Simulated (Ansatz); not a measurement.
Level of theory: Ansatz 0.2.0, DFT PBE, scalar-relativistic, plane waves, PAW. All cells share a 420 eV cutoff and Γ-centred k meshes spaced at most about 0.3 Å⁻¹ (about 0.25 or finer for metals, 2π included). No spin polarisation in the final relaxations.

These are static total energies at zero pressure. All come from trial cells, and lower structures may exist. Only a and b repeat, and vacuum parts each sheet from its images along c.

Question: Order these relaxed structures of GaAs by energy, lowest first, with the energy over the lowest of them.
A.

```xyz
4
Lattice="4.0267 0.0000 0.0000 -2.0133 3.4872 0.0000 0.0000 0.0000 33.4982" Properties=species:S:1:pos:R:3 pbc="T T F"
Ga    0.0000    0.0000    8.0670
Ga    0.0000    0.0000   10.9330
As    0.0000    2.3248    7.3804
As    2.0133    1.1624   11.6196
```

B.

```xyz
2
Lattice="4.0443 0.0000 0.0000 -2.0222 3.5025 0.0000 0.0000 0.0000 25.0629" Properties=species:S:1:pos:R:3 pbc="T T F"
Ga    0.0000    2.3350    7.2108
As    2.0222    1.1675    7.7892
```

Answer: A (0 meV/atom), B (33 meV/atom). Forms: A p-3m1; B p3m1. Counting As atoms around Ga (those within 1.25 times the shortest such distance or 1.15 times the sum of covalent radii): A has Ga 3; B has Ga 3.

Cells relaxed within their symmetry can be saddle points. Some structure types and database cells were kept out of the candidates from the start, so a known form may be missing.
